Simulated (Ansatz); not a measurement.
Entries from a set of simulations; values are calculated unless marked as measured.

```cif
data_sic
_symmetry_space_group_name_H-M 'F-43m'
_symmetry_Int_Tables_number 216
_cell_length_a 4.3580
_cell_length_b 4.3580
_cell_length_c 4.3580
_cell_angle_alpha 90.000
_cell_angle_beta 90.000
_cell_angle_gamma 90.000
_cell_volume 82.77
loop_
_atom_site_label
_atom_site_type_symbol
_atom_site_symmetry_multiplicity
_atom_site_Wyckoff_symbol
_atom_site_fract_x
_atom_site_fract_y
_atom_site_fract_z
_atom_site_occupancy
Si1 Si 4 a 0.00000 0.00000 0.00000 1
C1 C 4 d 0.25000 0.25000 0.75000 1
_calc_subject 'From PBE to G0W0: SiC (F-43m)'
_calc_method 'DFT, PBE, plane waves, PAW; PAW set soft_1 (and 1 further level or step)'
_calc_program 'Ansatz 0.2.0'
_calc_settings_of_one_run 'cutoff 420 eV, 10×10×10 k-mesh, smearing width 0.02 eV, PAW set soft 1'
_calc_cost '2 runs, 3.1 min in all on 1 × NVIDIA H100 80GB HBM3 (shared by 6 runs) with 3 threads of AMD EPYC 7R13 (Zen 3), shared host (the runs of this entry)'
_calc_notes 'The cell and positions come from the Crystallography Open Database and are kept as given unless a step says otherwise. From 90 bands and 150 eV to 561 bands and 520 eV the gap moves by 2.375 − 2.192 = +0.183 eV (rung by rung 2.192, 2.306, 2.355, 2.375 eV); bands and screening cutoff rise together, so their parts are not told apart. A line in one over the bands through the two highest rungs gives 2.375 + (2.375 − 2.355) × 352 / (561 − 352) = 2.409 eV, and through the pair below 2.355 + (2.355 − 2.306) × 189 / (352 − 189) = 2.412 eV. The two agree within 0.03 eV and the same two states bound the gap in each rung, so 2.409 eV is taken as an estimate of the limit on this mesh. The differences hold parts that these runs do not separate: finite bands, cutoffs and mesh, points of the zone that were not corrected, the start of G0W0, spin-orbit coupling missing from it, static nuclei, no electron-hole attraction, and what each experiment reads as the gap. How much each gives is not known from the steps shown.'
_calc_pbe_gap_over_mesh_and_path '1.360 eV, from k = Γ to k = (-0.500, -0.500, 0.000)'
_calc_g0w0_pbe_gap_over_17_of_47_irreducible_mesh_points '2.375 eV, from k = Γ to k = (0.000, -0.500, -0.500)'
_calc_estimated_limit_in_bands_and_cutoff_on_this_mesh '2.409 eV'
_calc_gw_settings '10×10×10 mesh, 557 empty bands, screening to 520 eV, hard PAW files'
_calc_known_limits 'finite bands, screening cutoff and k mesh; no spin-orbit coupling in G0W0'
```

[Paths, hosts, dates, memory and timing lines, banners, echoed tables and standing remarks are left out of the program output.]

[Logs are printed without paths, hosts, clocks, repeated set-up lines and the standing remarks that a program may print on its own settings, such as how far it seeks lower states.]

[Runs of the session that timed out or met a known fault of the program may be left out.]

[Cells called generated may have been cut or substituted from an entry of the Crystallography Open Database or the Materials Project.]

[Hosts, paths, dates, database ids (printed as entryN), source tags and the programs' standing remarks are cut or masked in the printed files.]
